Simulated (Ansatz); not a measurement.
`C[O][Ge][S]C` + `C=CC` → `C=CCC` + `C[S][Ge][OH]`  (formal exchange of groups at a C–O bond)

Calculated with Ansatz (gas phase, PBE0-D4/def2-TZVP geometries, no zero-point term in ΔE). CCSD(T)/CBS adds triple-zeta CCSD(T) − MP2 to the extrapolated MP2 energy (def2 sets, frozen cores). Functionals use def2-TZVPP. For Ge outer-core shells are correlated without core-valence functions, which leaves a few kJ/mol of doubt a bond. Scalar relativity is left out up to krypton. One conformer a species, not always the lowest.

`C[O][Ge][S]C`:

```xyz
11

C     0.419   -1.769   -1.202
O     0.330   -0.566   -0.475
Ge    1.705    0.588   -0.442
S     0.778    2.134    0.865
C    -0.886    1.558    1.295
H     0.284   -2.618   -0.526
H     1.385   -1.887   -1.711
H    -0.371   -1.800   -1.958
H    -1.609    2.289    0.936
H    -0.956    1.483    2.379
H    -1.078    0.588    0.840
```

`C=CC`:

Z-matrix (Å, degrees):
```
C
C 1 1.490
H 1 1.095 2 111.0
H 1 1.095 2 111.0 3 118.3
H 1 1.092 2 111.5 3 -120.8
C 2 1.325 1 125.1 3 120.8
H 2 1.088 1 116.2 3 -59.2
H 6 1.084 2 121.6 1 -180.0
H 6 1.086 2 121.4 1 0.0
```

`C=CCC`:

Z-matrix (Å, degrees):
```
C
C 1 1.492
C 1 1.525 2 112.5
H 1 1.094 2 109.5 3 122.8
H 1 1.097 2 109.0 3 -120.9
C 2 1.325 1 125.3 3 -120.1
H 2 1.090 1 115.8 3 59.0
H 3 1.093 1 111.1 2 -58.0
H 3 1.092 1 111.2 2 -178.0
H 3 1.092 1 110.9 2 61.6
H 6 1.086 2 121.3 1 -0.7
H 6 1.084 2 121.7 1 179.5
```

`C[S][Ge][OH]`:

```xyz
8

C    -1.414   -0.179   -0.679
S    -0.257    0.588    0.488
Ge    1.605   -0.560    0.018
O     2.704    0.227    1.185
H    -2.239   -0.624   -0.125
H    -1.801    0.584   -1.352
H    -0.922   -0.956   -1.269
H     2.324    0.920    1.734
```

| level | ΔE (eV) |
| --- | --- |
| r2SCAN-D4 | -0.54 |
| SCS-MP2/def2-QZVPP | -0.60 |

(1) What does CCSD(T)/CBS give? (An estimate is asked.)

Largest T1 diagnostic among the species: 0.015.

Results:

(1) Computed: -0.60 eV. The listed levels differ from it by 0.06, 0.00 eV.

From PBE to PBE0 (25 % exact exchange), in def2-TZVPP and without D4, ΔE moves by −0.04 eV.

CCSD(T)/CBS has its own doubt, a few kJ/mol and more with outer-core shells, so smaller differences from it don't rank the levels.
